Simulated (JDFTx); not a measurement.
Runs of JDFTx 1.7.0 (patched build) on MgO. Symmetry: Fm-3m, No. 225, cubic system. Conventional cell: a = 4.194 Å, b = 4.194 Å, c = 4.194 Å, α = 90.00°, β = 90.00°, γ = 90.00°. Mg (site symmetry m-3m) is surrounded by 6 O at 2.10 Å. Around O (site symmetry m-3m) lie 6 Mg at 2.10 Å. The cell is a database's computed one.

```tsv
task	level	potentials or basis	k mesh	cutoff (eV)	local potential set to -Z/r beyond	max SCF steps	SCF threshold on the energy	solver of the electrons	pseudo rcut	mesh quality	gap on the mesh (eV)	pressure (GPa)	V0 of scaled cells (Å³/atom)	B0 (GPa)
equation of state	LDA	PseudoDojo-SR-LDA-0.4.1-standard with smoothed tails	11 × 11 × 11	1143	6 bohr	100	1e-09 Ha	scf	6	not flagged	-	-	(d)	172
screening	LDA	PseudoDojo-SR-LDA-0.4.1-standard	4 × 4 × 4	1143	-	100	1e-09 Ha	scf	-	coarse	4.81	-4.0	-	-
single point	PBE	PseudoDojo-SR-PBE-0.5-standard	4 × 4 × 4	1143	-	100	1e-09 Ha	scf	-	coarse	4.89	(b)	-	-
single point	LDA	PseudoDojo-SR-LDA-0.4.1-standard with smoothed tails	11 × 11 × 11	1143	6 bohr	100	1e-09 Ha	scf	6	not flagged	4.82	-4.0	-	-
equation of state	PBE	PseudoDojo-SR-PBE-0.5-standard with smoothed tails	11 × 11 × 11	1143	6 bohr	100	1e-09 Ha	scf	6	not flagged	-	-	(a)	149
single point	PBEsol	PseudoDojo-SR-PBEsol-0.4.1-standard with smoothed tails	11 × 11 × 11	1143	6 bohr	100	1e-09 Ha	scf	6	not flagged	4.79	2.2	-	-
equation of state	r2SCAN	SG15-PBE-1.2 with smoothed tails	11 × 11 × 11	1361	6 bohr	100	1e-09 Ha	scf	6	not flagged	-	-	(c)	165
```

Alike in all rows: no spin polarisation; cell as given; smearing fermi-dirac 0.05 eV.

Estimate the missing entries.

(a) 9.62; (b) 6.8; (c) 9.36; (d) 9.00.

Caveats: some runs use coarse meshes; an odd mesh through Γ misses points on the zone boundary, where band edges often lie (some runs); the potentials were made for another functional, which shifts forces and pressure (some runs).

Not every run made on this cell is shown here.
